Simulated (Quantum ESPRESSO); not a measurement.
# CdSe (F-43m) in Quantum ESPRESSO: further runs, part 3 of 4

Quantum ESPRESSO 7.5.

### 4 Phonons, revPBE

Contents of pw.in:

```
&CONTROL
  calculation = 'scf'
  prefix = 'pwscf'
  outdir = './tmp'
  pseudo_dir = './pseudo'
  tprnfor = .true.
  tstress = .true.
  disk_io = 'low'
/
&SYSTEM
  ibrav = 0
  nat = 2
  ntyp = 2
  ecutwfc = 45
  ecutrho = 360
  nbnd = 15
  input_dft = 'revpbe'
  occupations = 'smearing'
  smearing = 'fd'
  degauss = 0.00367493
/
&ELECTRONS
  conv_thr = 4d-10
  electron_maxstep = 120
  mixing_beta = 0.5
/
ATOMIC_SPECIES
Cd   112.4140 cd_pbe_v1.uspp.F.UPF
Se    78.9710 se_pbe_v1.uspp.F.UPF
CELL_PARAMETERS angstrom
   0.0000000000    3.0702711986    3.0702711986
   3.0702711986    0.0000000000    3.0702711986
   3.0702711986    3.0702711986    0.0000000000
ATOMIC_POSITIONS angstrom
Cd     0.0000000000    0.0000000000    0.0000000000
Se     1.5351355993    1.5351355993    1.5351355993
K_POINTS automatic
6 6 6 1 1 1
```

Contents of relax.in:

```
&CONTROL
  calculation = 'vc-relax'
  prefix = 'pwscf'
  outdir = './tmp'
  pseudo_dir = './pseudo'
  tprnfor = .true.
  tstress = .true.
  disk_io = 'low'
  nstep = 40
  forc_conv_thr = 0.0001
  etot_conv_thr = 1d-06
/
&SYSTEM
  ibrav = 0
  nat = 2
  ntyp = 2
  ecutwfc = 45
  ecutrho = 360
  nbnd = 15
  input_dft = 'revpbe'
  occupations = 'smearing'
  smearing = 'fd'
  degauss = 0.00367493
/
&ELECTRONS
  conv_thr = 4d-10
  electron_maxstep = 120
  mixing_beta = 0.5
/
&IONS
  ion_dynamics = 'bfgs'
/
&CELL
  cell_dynamics = 'bfgs'
  press = 0
  press_conv_thr = 0.2
/
ATOMIC_SPECIES
Cd   112.4140 cd_pbe_v1.uspp.F.UPF
Se    78.9710 se_pbe_v1.uspp.F.UPF
CELL_PARAMETERS angstrom
   0.0000000000    3.0702711986    3.0702711986
   3.0702711986    0.0000000000    3.0702711986
   3.0702711986    3.0702711986    0.0000000000
ATOMIC_POSITIONS angstrom
Cd     0.0000000000    0.0000000000    0.0000000000
Se     1.5351355993    1.5351355993    1.5351355993
K_POINTS automatic
6 6 6 1 1 1
```

Contents of gamma.in:

```
&CONTROL
  calculation = 'bands'
  prefix = 'pwscf'
  outdir = './tmp'
  pseudo_dir = './pseudo'
  disk_io = 'low'
  verbosity = 'high'
/
&SYSTEM
  ibrav = 0
  nat = 2
  ntyp = 2
  ecutwfc = 45
  ecutrho = 360
  nbnd = 15
  input_dft = 'revpbe'
  occupations = 'smearing'
  smearing = 'fd'
  degauss = 0.00367493
/
&ELECTRONS
  conv_thr = 1d-08
  electron_maxstep = 120
  mixing_beta = 0.5
  diago_full_acc = .true.
  startingwfc = 'random'
/
ATOMIC_SPECIES
Cd   112.4140 cd_pbe_v1.uspp.F.UPF
Se    78.9710 se_pbe_v1.uspp.F.UPF
CELL_PARAMETERS angstrom
   0.0000000000    3.1336837509    3.1336837509
   3.1336837509    0.0000000000    3.1336837509
   3.1336837509    3.1336837509    0.0000000000
ATOMIC_POSITIONS angstrom
Cd     0.0000000000    0.0000000000    0.0000000000
Se     1.5668418754    1.5668418754    1.5668418754
K_POINTS crystal
1
0.0 0.0 0.0 1
```

Contents of scf2.in:

```
&CONTROL
  calculation = 'scf'
  prefix = 'pwscf'
  outdir = './tmp'
  pseudo_dir = './pseudo'
  tprnfor = .true.
  tstress = .true.
  disk_io = 'low'
/
&SYSTEM
  ibrav = 0
  nat = 2
  ntyp = 2
  ecutwfc = 45
  ecutrho = 360
  nbnd = 15
  input_dft = 'revpbe'
  occupations = 'fixed'
/
&ELECTRONS
  conv_thr = 1d-13
  electron_maxstep = 120
  mixing_beta = 0.5
  startingpot = 'file'
/
ATOMIC_SPECIES
Cd   112.4140 cd_pbe_v1.uspp.F.UPF
Se    78.9710 se_pbe_v1.uspp.F.UPF
CELL_PARAMETERS angstrom
   0.0000000000    3.1336837509    3.1336837509
   3.1336837509    0.0000000000    3.1336837509
   3.1336837509    3.1336837509    0.0000000000
ATOMIC_POSITIONS angstrom
Cd     0.0000000000    0.0000000000    0.0000000000
Se     1.5668418754    1.5668418754    1.5668418754
K_POINTS automatic
6 6 6 1 1 1
```

Contents of ph.in:

```
phonons of CdSe
&INPUTPH
  prefix = 'pwscf'
  outdir = './tmp'
  tr2_ph = 1d-18
  fildyn = 'dyn'
  niter_ph = 90
  alpha_mix(1) = 0.7
  epsil = True
/
0.0000000000 0.0000000000 0.0000000000
```

Contents of dynmat.in:

```
&INPUT
  fildyn = 'dyn'
  asr = 'crystal'
  lperm = .true.
  filout = 'dynmat.disp'
  fileig = 'dynmat.eig'
/
```

Contents of dynmat_lo.in:

```
&INPUT
  fildyn = 'dyn'
  asr = 'crystal'
  filout = 'dynmat_lo.disp'
  fileig = 'dynmat_lo.eig'
  q(1) = 0
  q(2) = 0
  q(3) = 1
/
```

Potentials or basis: GBRV 1.5 PBE.

Run with:

```bash
OMP_NUM_THREADS=1 mpirun -n 4 pw.x -nk 4 -in pw.in > pw.out
OMP_NUM_THREADS=1 mpirun -n 4 pw.x -nk 4 -in relax.in > relax.out
OMP_NUM_THREADS=1 mpirun -n 4 pw.x -in gamma.in > gamma.out
OMP_NUM_THREADS=1 mpirun -n 4 pw.x -nk 4 -in scf2.in > scf2.out
OMP_NUM_THREADS=1 mpirun -n 4 ph.x -nk 4 -in ph.in > ph.out
OMP_NUM_THREADS=1 mpirun -n 1 dynmat.x -in dynmat.in > dynmat.out
OMP_NUM_THREADS=1 mpirun -n 1 dynmat.x -in dynmat_lo.in > dynmat_lo.out
```

pw.out:

```text
This program is part of the open-source Quantum ESPRESSO suite
     for quantum simulation of materials; please cite
         "P. Giannozzi et al., J. Phys.:Condens. Matter 21 395502 (2009);
         "P. Giannozzi et al., J. Phys.:Condens. Matter 29 465901 (2017);
         "P. Giannozzi et al., J. Chem. Phys. 152 154105 (2020);
     in publications or presentations arising from this work. More details at

     IMPORTANT: XC functional enforced from input :
     Exchange-correlation= REVPBE
                           (   1   4   4   4   0   0   0)
     Any further DFT definition will be discarded
     Please, verify this is what you really want

     Message from routine setup:
     using ibrav=0 with symmetry is DISCOURAGED, use correct ibrav instead

     K-points division:     npool     =       4
     Subspace diagonalization in iterative solution of the eigenvalue problem:
     a serial algorithm will be used

     G-vector sticks info
     --------------------
     sticks:   dense  smooth     PW     G-vecs:    dense   smooth      PW
     Sum        1663     847    253                45071    16049    2733

     Using Slab Decomposition

     bravais-lattice index     =            0
     lattice parameter (alat)  =       8.2052  a.u.
     unit-cell volume          =     390.6221 (a.u.)^3
     number of atoms/cell      =            2
     number of atomic types    =            2
     number of electrons       =        18.00
     number of Kohn-Sham states=           15
     kinetic-energy cutoff     =      45.0000  Ry
     charge density cutoff     =     360.0000  Ry
     scf convergence threshold =      4.0E-10
     mixing beta               =       0.5000
     number of iterations used =            8  plain     mixing
     Exchange-correlation= REVPBE
                           (   1   4   4   4   0   0   0)

     celldm(1)=   8.205227  celldm(2)=   0.000000  celldm(3)=   0.000000
     celldm(4)=   0.000000  celldm(5)=   0.000000  celldm(6)=   0.000000

[... 8 lines left out ...]
               b(3) = (  0.707107  0.707107 -0.707107 )

     PseudoPot. # 1 for Cd read from file:
     cd_pbe_v1.uspp.F.UPF
     Pseudo is Ultrasoft + core correction, Zval = 12.0
     Generated by new atomic code, or converted to UPF format
     Using radial grid of  889 points,  6 beta functions with:
                l(1) =   0
                l(2) =   0
                l(3) =   1
                l(4) =   1
                l(5) =   2
                l(6) =   2
     Q(r) pseudized with  6 coefficients,  rinner =    1.000   1.000   1.000
                                                       1.000   1.000

     PseudoPot. # 2 for Se read from file:
     se_pbe_v1.uspp.F.UPF
     Pseudo is Ultrasoft + core correction, Zval =  6.0
     Generated by new atomic code, or converted to UPF format
     Using radial grid of  877 points,  6 beta functions with:
                l(1) =   0
                l(2) =   0
                l(3) =   1
                l(4) =   1
                l(5) =   2
                l(6) =   2
     Q(r) pseudized with  8 coefficients,  rinner =    1.300   1.300   1.300
                                                       1.300   1.300

     atomic species   valence    mass     pseudopotential
     Cd               12.00   112.41400     Cd( 1.00)
     Se                6.00    78.97100     Se( 1.00)

     24 Sym. Ops. (no inversion) found

   Cartesian axes

     site n.     atom                  positions (alat units)
         1        Cd     tau(   1) = (   0.0000000   0.0000000   0.0000000  )
         2        Se     tau(   2) = (   0.3535534   0.3535534   0.3535534  )

     number of k points=    28  Fermi-Dirac smearing, width (Ry)=  0.0037
                       cart. coord. in units 2pi/alat
        k(    1) = (   0.0589256   0.0589256   0.0589256), wk =   0.0185185
        k(    2) = (   0.1767767   0.1767767  -0.0589256), wk =   0.0555556
        k(    3) = (   0.2946278   0.2946278  -0.1767767), wk =   0.0555556
        k(    4) = (  -0.2946278  -0.2946278   0.4124790), wk =   0.0555556
        k(    5) = (  -0.1767767  -0.1767767   0.2946278), wk =   0.0555556
        k(    6) = (  -0.0589256  -0.0589256   0.1767767), wk =   0.0555556
[... 20 lines left out ...]
        k(   27) = (   0.2946278   0.2946278   0.2946278), wk =   0.0185185
        k(   28) = (  -0.2946278  -0.2946278   0.8838835), wk =   0.0555556

     Dense  grid:    45071 G-vectors     FFT dimensions: (  50,  50,  50)

     Smooth grid:    16049 G-vectors     FFT dimensions: (  36,  36,  36)

     Initial potential from superposition of free atoms

     starting charge      17.4999, renormalised to      18.0000

     negative rho (up, down):  2.059E-02 0.000E+00
     Starting wfcs are   13 randomized atomic wfcs +    2 random wfcs

     Self-consistent Calculation

     iteration #  1     ecut=    45.00 Ry     beta= 0.50
     Davidson diagonalization with overlap
     ethr =  1.00E-02,  avg # of iterations =  6.1

     Threshold (ethr) on eigenvalues was too large:
     Diagonalizing with lowered threshold

     Davidson diagonalization with overlap
     ethr =  5.05E-04,  avg # of iterations =  1.7

     negative rho (up, down):  2.005E-02 0.000E+00
[... 67 lines left out ...]
     iteration #  9     ecut=    45.00 Ry     beta= 0.50
     Davidson diagonalization with overlap
     ethr =  4.38E-12,  avg # of iterations =  2.3

     negative rho (up, down):  2.048E-02 0.000E+00

     End of self-consistent calculation

          k = 0.0589 0.0589 0.0589 (  1992 PWs)   bands (ev):

    -7.3383  -2.7579  -2.7579  -2.7447  -2.4218  -2.4218   4.3797   5.0113
     5.0113   6.3198  10.9233  11.1346  11.1346  15.3072  15.7222

          k = 0.1768 0.1768-0.0589 (  1989 PWs)   bands (ev):

    -7.2311  -2.7297  -2.7157  -2.6332  -2.4294  -2.4127   3.0331   4.4782
     4.8694   7.3972  10.6994  11.4015  11.6275  14.6950  15.3349

          k = 0.2946 0.2946-0.1768 (  1992 PWs)   bands (ev):

    -7.0643  -2.6845  -2.6792  -2.4181  -2.4141  -2.3110   1.4756   4.1053
     4.4957   7.8160  11.4133  11.6650  11.8643  15.3487  15.4197

          k =-0.2946-0.2946 0.4125 (  1986 PWs)   bands (ev):
[... 16 lines left out ...]
    -7.1817  -2.6948  -2.6841  -2.6177  -2.4338  -2.4020   2.8349   4.3246
     4.3293   7.9975   9.8415  12.0522  12.2044  13.6310  16.3611

          k = 0.4125 0.1768-0.0589 (  1994 PWs)   bands (ev):

    -7.0451  -2.6547  -2.6355  -2.5002  -2.3949  -2.3146   1.8415   3.5879
     4.0595   8.7334   9.9211  11.7604  12.9054  14.3525  17.0592

          k =-0.1768-0.4125 0.5303 (  1997 PWs)   bands (ev):
[... 6 lines left out ...]
    -7.0082  -2.6516  -2.6423  -2.4514  -2.4093  -2.2102   1.5124   3.2214
     4.1909   8.8457  10.7762  11.3629  12.6709  14.7644  16.6270

          k = 0.0589-0.1768 0.2946 (  1988 PWs)   bands (ev):

    -7.1446  -2.6992  -2.6814  -2.5382  -2.4267  -2.3971   2.3925   4.0411
     4.5617   8.0562  10.3907  11.6950  12.0071  14.2477  16.0454

          k = 0.5303 0.0589 0.0589 (  1998 PWs)   bands (ev):
[... 6 lines left out ...]
    -6.9106  -2.5955  -2.5603  -2.4971  -2.3845  -2.0376   1.2077   2.9764
     3.3584   8.9834   9.5710  13.0145  13.9159  14.9352  17.4872

          k = 0.0589-0.4125 0.5303 (  1991 PWs)   bands (ev):

    -6.9310  -2.6261  -2.5936  -2.4514  -2.4091  -2.0216   1.2117   2.7456
     3.7313   9.1856  10.6275  12.0511  13.5214  14.1271  16.3021

          k = 0.1768-0.2946 0.4125 (  1992 PWs)   bands (ev):

    -7.0070  -2.6660  -2.6535  -2.4317  -2.4008  -2.1771   1.1815   3.7010
     4.2117   8.2934  10.9574  11.8666  12.3799  15.3071  16.4106

          k =-0.6482 0.0589 0.0589 (  2004 PWs)   bands (ev):

    -6.9104  -2.5852  -2.5344  -2.5257  -2.3717  -2.0865   1.1904   3.2092
     3.3681   8.5501   9.0218  13.8315  14.7491  14.9436  17.4727

          k =-0.5303 0.1768-0.0589 (  1996 PWs)   bands (ev):

    -6.9596  -2.6135  -2.5905  -2.5021  -2.3856  -2.1546   1.4319   3.2080
     3.6079   9.0287   9.6335  12.1706  13.8238  14.6633  17.6414

          k =-0.4125 0.0589 0.0589 (  2001 PWs)   bands (ev):

    -7.0667  -2.6384  -2.6249  -2.5544  -2.3881  -2.3727   2.1192   3.8299
     3.8951   8.6440   9.2996  12.4601  13.0597  13.7718  16.8244

          k = 0.1768 0.1768 0.1768 (  1982 PWs)   bands (ev):
[... 31 lines left out ...]
    -6.9108  -2.6021  -2.5836  -2.4607  -2.4075  -1.9921   1.2243   2.8236
     3.2786   9.6744  10.2778  11.8229  13.2279  15.0075  17.2798

          k =-0.7660 0.1768 0.1768 (  1994 PWs)   bands (ev):

    -6.9180  -2.6161  -2.5678  -2.4808  -2.3930  -2.0182   1.1994   2.7459
     3.6438   8.8737  10.2263  13.0338  13.5455  14.1325  16.7022

          k = 0.2946 0.2946 0.2946 (  1997 PWs)   bands (ev):
[... 6 lines left out ...]
    -6.9804  -2.6578  -2.6436  -2.4234  -2.4063  -2.1016   1.0379   3.4592
     4.1592   8.4508  10.8911  12.1212  12.5109  15.4816  16.2384

     the Fermi energy is     5.6856 ev

!    total energy              =    -158.52241502 Ry
     estimated scf accuracy    <          4.4E-11 Ry
     smearing contrib. (-TS)   =      -0.00000001 Ry
     internal energy E=F+TS    =    -158.52241502 Ry

     The total energy is F=E-TS. E is the sum of the following terms:
     one-electron contribution =     -42.55971552 Ry
     hartree contribution      =      34.34724345 Ry
     xc contribution           =     -69.23802441 Ry
     ewald contribution        =     -81.07191854 Ry

     convergence has been achieved in   9 iterations

     negative rho (up, down):  2.048E-02 0.000E+00

     Forces acting on atoms (cartesian axes, Ry/au):

     atom    1 type  1   force =     0.00000000    0.00000000   -0.00000000
     atom    2 type  2   force =    -0.00000000   -0.00000000    0.00000000

     Total force =     0.000000     Total SCF correction =     0.000000

     Computing stress (Cartesian axis) and pressure

     negative rho (up, down):  2.048E-02 0.000E+00
          total   stress  (Ry/bohr**3)                   (kbar)     P=       28.46
   0.00019350   0.00000000   0.00000000           28.46        0.00        0.00
   0.00000000   0.00019350   0.00000000            0.00       28.46        0.00
   0.00000000   0.00000000   0.00019350            0.00        0.00       28.46

=------------------------------------------------------------------------------=
   JOB DONE.
=------------------------------------------------------------------------------=
```

Wall time 4.5 min (4 MPI ranks of Intel Xeon Platinum 8488C (Sapphire Rapids), shared host); peak memory 0.64 GiB.

Results:

```yaml
Free_energy: -2156.8381 eV
Relaxed_volume: 30.77 Å³/atom
Relaxed_cell: a = 4.432 Å, b = 4.432 Å, c = 4.432 Å, α = 60.00°, β = 60.00°, γ = 60.00°
Space_group_after_relaxing_to_0.05_Å: F-43m (No. 216)
Pressure_after_relaxing: 0.0 GPa
Electronic_dielectric_tensor_diagonal: 7.71
Born_charges_mean_of_the_diagonal: Cd +2.36; Se -2.36 e
Highest_phonon_frequency_at_Γ_LO-TO_splitting_left_out: 147 cm⁻¹
Static_dielectric_tensor_diagonal: 12.14
```

The path:
| step | energy change (eV) | largest force (eV/Å) | pressure (GPa) | volume (Å³) |
| --- | --- | --- | --- | --- |
| 1 | 0.0000 | 0.0000 | 2.85 | 57.88 |
| 2 | -0.0130 | 0.0000 | 2.11 | 58.73 |
| 3 | -0.0231 | 0.0000 | 1.35 | 59.67 |
| 4 | -0.0304 | 0.0000 | 0.31 | 61.09 |
| 5 | -0.0308 | 0.0000 | 0.02 | 61.52 |
| 6 | -0.0308 | 0.0000 | 0.00 | 61.55 |

Final structure:
```
Cd Se
1.0
     0.00000    3.13368    3.13368
     3.13368    0.00000    3.13368
     3.13368    3.13368    0.00000
Cd Se
1 1
Direct
  0.00000 0.00000 0.00000
  0.25000 0.25000 0.25000
```

Levels at points of the mesh, in eV from the valence-band top:
| k point | band 6 | band 7 | band 8 | band 9 | band 10 | band 11 | band 12 | band 13 |
| --- | --- | --- | --- | --- | --- | --- | --- | --- |
| (0.08, 0.08, 0.08) | -7.33 | -0.63 | 0.00 | 0.00 | 1.18 | 5.89 | 6.10 | 6.10 |

Phonon frequencies in cm⁻¹ (negative: imaginary):
```tsv
q point	frequencies
(0.000, 0.000, 0.000)	-1 -1 -1 147 147 147
```

Electronic dielectric tensor:
```
7.71 0.00 0.00
0.00 7.71 0.00
0.00 0.00 7.71
```

Born effective charge tensors (e):
atom 1, Cd
```
2.36 0.00 0.00
0.00 2.36 0.00
0.00 0.00 2.36
```
atom 2, Se
```
-2.36  0.00  0.00
 0.00 -2.36  0.00
 0.00  0.00 -2.36
```

Optical modes at Γ, degenerate ones joined, polar ones without the macroscopic field:
```csv
cm⁻¹,components,symmetry,active in,"IR intensity, summed ((D/Å)²/amu)"
147,3,T2,IR and Raman,8.30
```

Zone-centre frequencies without and with the macroscopic field along z (cm⁻¹):
|  | optical modes in rising order |
| --- | --- |
| without | 147 147 147 |
| with the field | 147 147 185 |

Static dielectric tensor, electrons and zone-centre modes:
```
12.14  0.00  0.00
 0.00 12.14  0.00
 0.00  0.00 12.14
```

Caveat: the mesh is thin for the dielectric tensor, Born charges and intensities, which usually come out too large; the potentials were made for another functional, which shifts forces and pressure.

(Part 3 of 4 ends here.)
